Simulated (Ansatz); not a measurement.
# SiO2: do the settings matter for the field gradients?

Cell: a computed structure from the Materials Project (it need not be an observed phase), taken as it stands.

Space group Pbcn (No. 60); a = 8.6878, b = 10.4382, c = 4.8414 Å.

```csv
site,Wyckoff,site symmetry,x,y,z
Si1,8d,1,0.2867,0.9159,0.0606
Si4,4c,.2.,0.0000,0.7831,0.2500
O13,8d,1,0.8912,0.8701,0.4476
O15,8d,1,0.3946,0.8011,0.9556
O17,8d,1,0.1792,0.4575,0.3768
```

One atom of each set is listed.

Reference run. Computed with Ansatz: DFT, PBE, plane waves and PAW, scalar-relativistic, 420 eV cutoff, Γ-centred 3×3×5 k-points, Fermi–Dirac smearing 0.02 eV.

Problem. The input is changed as follows: `basis.ecutwfc`: not typed → 300 eV. What happens to V_zz (10²¹ V/m²) and η?

Solution. 

| site | V_zz reference | η reference | V_zz changed | η changed |
| --- | --- | --- | --- | --- |
| Si1 | 1.92 | 0.47 | 1.95 | 0.47 |
| Si4 | -0.94 | 0.01 | -0.96 | 0.03 |
| O13 | 9.17 | 0.30 | 8.76 | 0.30 |
| O15 | 10.16 | 0.08 | 9.73 | 0.08 |
| O17 | 8.66 | 0.39 | 8.28 | 0.39 |

The largest change of V_zz is on O15, from 10.16 to 9.73. In per cent, |V_zz| changes by +1 to +2 on Si, -4 on O (all sites that start above 0.5). SCF iterations: 7 and 8. New warnings: cutoff below recommended. In the changed run the cutoff of 300 eV lies below the one recommended for these PAW files, so its values aren't converged ones.

On the reference run: At this cell the PBE pressure is 6 GPa, so with PBE the cell would grow if it were relaxed. The entry's cell may itself be off. The largest force is 0.3 eV/Å, so the atoms aren't at the calculated equilibrium and relaxing them would move these values.
